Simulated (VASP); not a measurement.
Set up this calculation in VASP 6.6.1, as the native input.

| Quantity | Value |
| --- | --- |
| Task | band structure |
| Functional | revTPSS |
| Potentials or basis | VASP PAW PBE potentials, release 64 (As, B) |
| Cutoff | 520 eV |
| k mesh | 10 × 10 × 10 |
| Occupations | fermi-dirac, width 0.05 eV |
| Spin | no spin polarisation |
| Further INCAR settings | ALGO = Normal; EDIFF = 1e-06; NBANDS = 11 |

The structure of BAs lies in POSCAR:

```
BAs
1.0
    0.0000000000      2.3885000000      2.3885000000
    2.3885000000      0.0000000000      2.3885000000
    2.3885000000      2.3885000000      0.0000000000
As B
1 1
Direct
    0.7500000000      0.7500000000      0.7500000000
    0.0000000000      0.0000000000      0.0000000000
```

One way to write it, as run:

INCAR

```
ALGO = Normal
EDIFF = 1E-6
ENCUT = 520
ISIF = 2
ISMEAR = -1
LASPH = T
LCHARG = F
LMIXTAU = T
LREAL = F
LWAVE = F
METAGGA = RTPSS
NBANDS = 11
NELM = 60
PREC = Accurate
SIGMA = 0.05
```

KPOINTS

```
k-points
0
Gamma
  10 10 10
```

KPOINTS_OPT

```
path GXWKGLUWLK,UX
10
line-mode
reciprocal
 0.0000000000  0.0000000000  0.0000000000  G
 0.5000000000  0.0000000000  0.5000000000  X

 0.5000000000  0.0000000000  0.5000000000  X
 0.5000000000  0.2500000000  0.7500000000  W

 0.5000000000  0.2500000000  0.7500000000  W
 0.3750000000  0.3750000000  0.7500000000  K

 0.3750000000  0.3750000000  0.7500000000  K
 0.0000000000  0.0000000000  0.0000000000  G

 0.0000000000  0.0000000000  0.0000000000  G
 0.5000000000  0.5000000000  0.5000000000  L

 0.5000000000  0.5000000000  0.5000000000  L
 0.6250000000  0.2500000000  0.6250000000  U

 0.6250000000  0.2500000000  0.6250000000  U
 0.5000000000  0.2500000000  0.7500000000  W

 0.5000000000  0.2500000000  0.7500000000  W
 0.5000000000  0.5000000000  0.5000000000  L

 0.5000000000  0.5000000000  0.5000000000  L
 0.3750000000  0.3750000000  0.7500000000  K

 0.6250000000  0.2500000000  0.6250000000  U
 0.5000000000  0.0000000000  0.5000000000  X
```

Potentials or basis: VASP PAW PBE potentials, release 64 (As, B).

Run with:

```console
$ cat potpaw_PBE.64/As/POTCAR potpaw_PBE.64/B/POTCAR > POTCAR
$ mpirun -np 1 vasp_std > vasp.out
```

Results of the run:

```
Pressure                : 0.8 GPa
Band gap on the k mesh  : 1.07 eV, indirect (least direct gap 3.32 eV)
Band gap along the path : 1.07 eV, indirect (least direct gap 3.32 eV)
```

Caveat: the PAW data sets were made with another functional, which shifts forces and pressure a little.

Wall time 2.1 min on 1 thread of Intel(R) Xeon(R) Platinum 8488C (Sapphire Rapids), with other jobs on the host, peak memory 0.18 GiB.
